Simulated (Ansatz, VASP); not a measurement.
# One calculation of Re, two programs

```
CELL_PARAMETERS angstrom
2.52250 0.00000 0.00000
-1.26125 2.18455 0.00000
0.00000 0.00000 4.07069
ATOMIC_POSITIONS crystal
Re 0.33333 0.66667 0.25000
Re 0.66667 0.33333 0.75000
```

Change from the starting cell: volume scaled by 0.75, LAPW.

Alike in both runs: task single point; functional PBE; k mesh 16 × 16 × 9; occupations fermi-dirac, width 0.08 eV; no spin polarisation.

|  | VASP | Ansatz |
| --- | --- | --- |
| version | VASP 6.6.1 | Ansatz 0.2.0 |
| potentials or method | VASP PAW PBE potentials, release 64 (Re), cutoff 520 eV | all-electron LAPW, scalar-relativistic |

VASP gave:

```
pressure (GPa)                                  : 199.6
largest component of the traceless stress (GPa) : 0.13
```

Task: What did Ansatz give for the same quantities?

Result: Pressure (GPa): 193.9; largest component of the traceless stress (GPa): 0.01.

Ansatz ran all-electron here, so the differences hold the error of VASP's frozen core and of both bases.

Caveats: the cell as given lies far from equilibrium; so large a pressure means that the cell lies far from this level's equilibrium, or that cutoff or potentials fall short (VASP). The runs have no spin-orbit coupling, so splittings on Re are missing.
